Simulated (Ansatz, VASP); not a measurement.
## One calculation of Sb, two programs

File INCAR:

```
PREC = Accurate
ENCUT = 520
EDIFF = 1E-6
ISMEAR = 0
SIGMA = 0.15
LREAL = F
LASPH = T
NELM = 100
ALGO = Normal
ISIF = 2
LWAVE = F
LCHARG = T
GGA = PS
LELF = T
LVHAR = T
NBANDS = 8
```

File KPOINTS:

```
Automatic mesh
0
Gamma
  16 16 16
```

File POSCAR:

```
Sb
1.0
    3.0336000000      0.0000000000      0.0000000000
    0.0000000000      3.0336000000      0.0000000000
    0.0000000000      0.0000000000      2.9072000000
Sb
1
Direct
    0.0000000000      0.0000000000      0.0000000000
```

Input for Ansatz:

```yaml
crystal:
  lattice:
    - [3.0336, 0.0, 0.0]
    - [0.0, 3.0336, 0.0]
    - [0.0, 0.0, 2.9072]
  atoms:
    - { symbol: Sb, position: [0.0, 0.0, 0.0] }
basis:
  ecutwfc: 420
kpoints:
  mp_grid: { grid: [16, 16, 16] }
hamiltonian:
  xc: pbesol
scf:
  occupations: { method: gaussian, width: 0.15 }
output:
  forces: true
  stress: true
  eigenvalues: true
  write_density: true
  write_potential: true
  elf: true
  volumetric_format: npy
```

Change from the starting cell: strain -0.040 along x and y, -0.080 along z, atoms carried along.

Alike in both runs: task single point; functional PBEsol; k mesh 16 × 16 × 16; occupations gaussian, width 0.15 eV; no spin polarisation.

|  | VASP | Ansatz |
| --- | --- | --- |
| version | VASP 6.6.1 | Ansatz 0.2.0 |
| potentials or method | VASP PAW PBE potentials, release 64 (Sb) | scalar-relativistic, plane waves, PAW |
| plane-wave cutoff (eV) | 520 | 420 |
| valence electrons in the cell | 5 | 15 |

Ansatz gave:

```
gap on the k mesh at the Fermi level (eV)       : none
pressure (GPa)                                  : 5.5
largest component of the traceless stress (GPa) : 4.48
```

Q: What did VASP give for the same quantities?

A: gap on the k mesh at the Fermi level (eV): none; pressure (GPa): 5.7; largest component of the traceless stress (GPa): 4.57.

A gap of «none» marks a metal or a gap that the smearing closes. The two sets of potentials don't hold the same shells in valence.

Caveats: the PAW data sets were made with another functional, which shifts forces and pressure a little (VASP). Spin-orbit coupling is left out, which matters for the levels of Sb.
